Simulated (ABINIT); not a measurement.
# C: single point with PBE

Crystal: C.

```
CELL_PARAMETERS angstrom
2.52210 0.00000 0.00000
-1.26105 2.18420 0.00000
0.00000 0.00000 12.35570
ATOMIC_POSITIONS crystal
C 0.66667 0.33333 0.35417
C 0.33333 0.66667 0.85417
C 0.66667 0.33333 0.14583
C 0.33333 0.66667 0.64583
C 0.66667 0.33333 0.47917
C 0.33333 0.66667 0.97917
C 0.66667 0.33333 0.02083
C 0.33333 0.66667 0.52083
C 0.00000 0.00000 0.81250
C 0.00000 0.00000 0.31250
C 0.00000 0.00000 0.68750
C 0.00000 0.00000 0.18750
```

This is a hexagonal form of diamond, not graphite.

* Program: ABINIT 10.8.3 (patched build)
* Task: single point
* Functional: PBE
* Potentials or basis: JTH PAW PBE v2.0
* Cutoff: 544 eV
* k mesh: 10 × 10 × 2
* Occupations: fermi-dirac, width 0.05 eV
* Spin: no spin polarisation

```
Pressure               : 1.6 GPa
Largest force          : 0.331 eV/Å
Band gap on the k mesh : 4.37 eV, indirect (least direct gap 5.30 eV)
```

Forces in eV/Å, atoms in the order of the input:
```
C    0.000  0.000  0.305
C    0.000  0.000  0.305
C    0.000  0.000 -0.305
C    0.000  0.000 -0.305
C    0.000  0.000 -0.027
C    0.000  0.000 -0.027
C    0.000  0.000  0.027
C    0.000  0.000  0.027
C    0.000  0.000  0.331
C    0.000  0.000  0.331
C    0.000  0.000 -0.331
C    0.000  0.000 -0.331
```

Stress tensor (GPa, compression positive):
```
-1.14  0.00  0.00
 0.00 -1.14  0.00
 0.00  0.00  6.93
```

Levels at points of the mesh, in eV from the valence-band top:
| k point | band 22 | band 23 | band 24 | band 25 | band 26 | band 27 |
| --- | --- | --- | --- | --- | --- | --- |
| (0.00, 0.00, 0.00) | -0.15 | 0.00 | 0.00 | 5.30 | 5.30 | 5.67 |
| (0.50, 0.00, 0.00) | -4.05 | -3.63 | -2.89 | 4.52 | 5.09 | 5.26 |
| (0.00, 0.00, 0.50) | -0.33 | -0.33 | -0.33 | 5.70 | 5.70 | 5.70 |
| (0.50, 0.00, 0.50) | -3.76 | -3.24 | -3.24 | 4.69 | 4.69 | 5.89 |

It took 63 s on 1 thread of Arm Neoverse V2, with other jobs on the host, peak memory 0.16 GiB.

Caveat: the atomic spheres overlap. A k mesh can miss the band edges.
